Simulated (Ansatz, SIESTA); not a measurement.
This is a calculation of TiAl3 for SIESTA 5.4.2. Atoms were shifted at random by some hundredths of an Å from the given cell, which wasn't relaxed again for these runs. The cell comes from a database or a generator and needn't be the stable form of this composition.

File TiAl3.fdf:

```
SystemName                      TiAl3
SystemLabel                     TiAl3
NumberOfSpecies                 2
NumberOfAtoms                   4
%block ChemicalSpeciesLabel
  1  22 Ti
  2  13 Al
%endblock ChemicalSpeciesLabel

LatticeConstant                 1.0 Ang
%block LatticeVectors
    -1.9111067713     1.9111067713     4.2806687947
     1.9111067713    -1.9111067713     4.2806687947
     1.9111067713     1.9111067713    -4.2806687947
%endblock LatticeVectors
AtomicCoordinatesFormat         Fractional
%block AtomicCoordinatesAndAtomicSpecies
    -0.0096190000     0.0003760000    -0.0047860000  1  Ti
     0.2566370000     0.7534730000     0.5188220000  2  Al
     0.7460380000     0.2426830000     0.4969250000  2  Al
     0.5028580000     0.4875310000     0.0001400000  2  Al
%endblock AtomicCoordinatesAndAtomicSpecies

%block kgrid.MonkhorstPack
   10   0   0  0.0
    0  10   0  0.0
    0   0  10  0.0
%endblock kgrid.MonkhorstPack
XC.Functional                   GGA
XC.Authors                      PBEsol
PAO.BasisSize                   DZP
PAO.EnergyShift                 0.003 Ry
Mesh.Cutoff                     800 Ry
OccupationFunction              FD
ElectronicTemperature           0.05 eV
MaxSCFIterations                120
SCF.MustConverge                false
SCF.Mixer.Method                Pulay
SCF.Mixer.Weight                0.25
SCF.Mixer.History               8
SCF.DM.Tolerance                5.0e-05
SCF.H.Tolerance                 1.0e-03 eV
WriteForces                     true
Charge.Mulliken                 end
%block PAO.Basis
  Ti 5
  n=3 0 2
    3.151 0.000
  n=4 0 2
    8.703 0.000
  n=3 1 2
    3.568 0.000
  n=4 1 1
    8.703
  n=3 2 2
    6.267 0.000
%endblock PAO.Basis
```

Potentials or basis: PseudoDojo 0.4 standard (PBEsol files), converted to PSML, two zetas on semicore shells, DZP (energy shift 0.003 Ry; two zetas on semicore shells).

Command:

```sh
$ siesta TiAl3.fdf > TiAl3.out 2>&1
```

Task: Translate it to Ansatz 0.2.0. Potentials or basis there: Ansatz PAW, cutoff 420 eV.

Result: As run (cutoffs and basis follow the program's own potentials, and thresholds, step limits or extra output files can differ):

The input input.yaml:

```yaml
crystal:
  lattice:
    - [-1.9111067713, 1.9111067713, 4.2806687947]
    - [1.9111067713, -1.9111067713, 4.2806687947]
    - [1.9111067713, 1.9111067713, -4.2806687947]
  atoms:
    - { symbol: Ti, position: [-0.009619, 0.000376, -0.004786] }
    - { symbol: Al, position: [0.256637, 0.753473, 0.518822] }
    - { symbol: Al, position: [0.746038, 0.242683, 0.496925] }
    - { symbol: Al, position: [0.502858, 0.487531, 0.00014] }
hamiltonian:
  xc: pbesol
  pseudopotentials: { kind: paw }
kpoints:
  mp_grid: { grid: [10, 10, 10] }
scf:
  occupations: { method: fermi_dirac, width: 0.05 }
output:
  forces: true
  stress: true
  eigenvalues: true
```

Potentials or basis: Ansatz PAW.

Run with:

```sh
$ ansatz run input.yaml --threads 1 --pin off --max-ram 3584MiB --backend cpu --events-out ev --progress --plain --runs-dir out
```

Both were run:

|  | SIESTA | Ansatz |
| --- | --- | --- |
| Pressure | 0.1 GPa | -0.3 GPa |
| Largest force | 0.651 eV/Å | 0.616 eV/Å |
| Energy over the undisturbed cell | 8.7 meV/atom | 8.2 meV/atom |

Ansatz's pressure holds a Pulay term of +0.05 GPa for its cutoff of 420 eV, which the other run lacks.

Ansatz's potentials were made for PBE.

Where Ansatz's input types no cutoff or centring, it takes its own default and a Γ-centred mesh.

Pressure is positive in compression.
